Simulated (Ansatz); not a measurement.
**TiO2: stress in a strained cell**

Aim: deform TiO2 (equal xy, yz and zx engineering shear strains of +1 %) and compute stress, forces and field gradients with LAPW, PAW and all-electron datasets made for the crystal.

Method: DFT PBE, scalar-relativistic, in Ansatz 0.2.0.

**1. The starting structure**

Symmetry: P4_2/mnm, No. 136, tetragonal system. Conventional cell: a = 4.594 Å, b = 4.594 Å, c = 2.959 Å, α = 90.00°, β = 90.00°, γ = 90.00°. Ti (site symmetry mmm) has 6 O at 1.94 to 1.99 Å as nearest neighbours. O (site symmetry m2m) has 3 Ti at 1.94 to 1.99 Å as nearest neighbours.

Structure file:

```
Ti O
1.0
     4.59400    0.00000    0.00000
     0.00000    4.59400    0.00000
     0.00000    0.00000    2.95900
Ti O
2 4
Direct
  0.00000 0.00000 0.00000
  0.50000 0.50000 0.50000
  0.30600 0.30600 0.00000
  0.19400 0.80600 0.50000
  0.69400 0.69400 0.00000
  0.80600 0.19400 0.50000
```

Atoms are numbered in the order of the input: Ti1, Ti2, O3, O4, O5, O6.

**2. After the deformation**

Space group P4_2/mnm before, C2/m after.

**3. All-electron LAPW**

File input.yaml:

```yaml
crystal:
  lattice:
    - [4.594, 0.02297, 0.02297]
    - [0.02297, 4.594, 0.02297]
    - [0.014795, 0.014795, 2.959]
  atoms:
    - { symbol: Ti, position: [0.0, 0.0, 0.0] }
    - { symbol: Ti, position: [0.5, 0.5, 0.5] }
    - { symbol: O, position: [0.306, 0.306, 0.0] }
    - { symbol: O, position: [0.194, 0.806, 0.5] }
    - { symbol: O, position: [0.694, 0.694, 0.0] }
    - { symbol: O, position: [0.806, 0.194, 0.5] }
kpoints:
  mp_grid: { grid: [7, 7, 10] }
  band_path:
    path:
      - [0.0, 0.0, 0.0]
      - [0.4950862661, -0.4950862661, 0.0]
      - [-0.4950862661, -0.5049137339, 0.0]
      - [-0.5, -0.5, 0.0]
      - [0.0, 0.0, 0.0]
      - [-0.5, -0.5, -0.5]
      - [-0.4874574409, -0.5125425591, -0.5]
      - [0.4874574409, -0.4874574409, -0.5]
      - [0.0, 0.0, -0.5]
    npoints: 5
scf:
  occupations: { method: fermi_dirac, width: 0.05 }
hamiltonian:
  xc: pbe
  pseudopotentials: { kind: all_electron, lapw: { basis_error: 0.0005 } }
output:
  forces: true
  stress: true
  eigenvalues: true
```

Run with:

```bash
ansatz run input.yaml --threads 2 --pin off --max-ram 6144MiB --backend cpu --events-out ev --progress --plain --runs-dir out
```

**4. Frozen-core PAW**

File input.yaml:

```yaml
crystal:
  lattice:
    - [4.594, 0.02297, 0.02297]
    - [0.02297, 4.594, 0.02297]
    - [0.014795, 0.014795, 2.959]
  atoms:
    - { symbol: Ti, position: [0.0, 0.0, 0.0] }
    - { symbol: Ti, position: [0.5, 0.5, 0.5] }
    - { symbol: O, position: [0.306, 0.306, 0.0] }
    - { symbol: O, position: [0.194, 0.806, 0.5] }
    - { symbol: O, position: [0.694, 0.694, 0.0] }
    - { symbol: O, position: [0.806, 0.194, 0.5] }
kpoints:
  mp_grid: { grid: [7, 7, 10] }
scf:
  occupations: { method: fermi_dirac, width: 0.05 }
hamiltonian:
  xc: pbe
  pseudopotentials: { kind: paw }
output:
  forces: true
  stress: true
  eigenvalues: true
  efg: { contact_densities: true }
  write_density: true
  write_potential: true
  elf: true
  volumetric_format: npy
```

**5. All-electron PAW on datasets made for the crystal**

Edit input.yaml of step 4 so:

```diff
@@ -18,3 +18,3 @@
   xc: pbe
-  pseudopotentials: { kind: paw }
+  pseudopotentials: { kind: all_electron, datasets: crystal }
 output:
@@ -24,5 +24 @@
   efg: { contact_densities: true }
-  write_density: true
-  write_potential: true
-  elf: true
-  volumetric_format: npy
```

(Steps that only read results are left out.)

**Question.** What will these runs give? Wanted: pressure; largest shear or deviatoric stress.

As calculated:

| quantity | value |
| --- | --- |
| pressure | LAPW 5.48, PAW 5.48, crystal datasets 5.48 GPa |
| largest shear or deviatoric stress (LAPW) | 2.23 GPa |

The largest part of the stress beyond the pressure is 2.23 GPa in size, in the xy component; the atoms are carried along and not relaxed. No run of the undeformed cell stands beside it, so the pressure holds what the given cell had before the change. PAW: stress within 0.02 GPa of LAPW, forces within 1 meV/Å. Crystal datasets: stress within 0.01 GPa of LAPW, forces within 1 meV/Å.
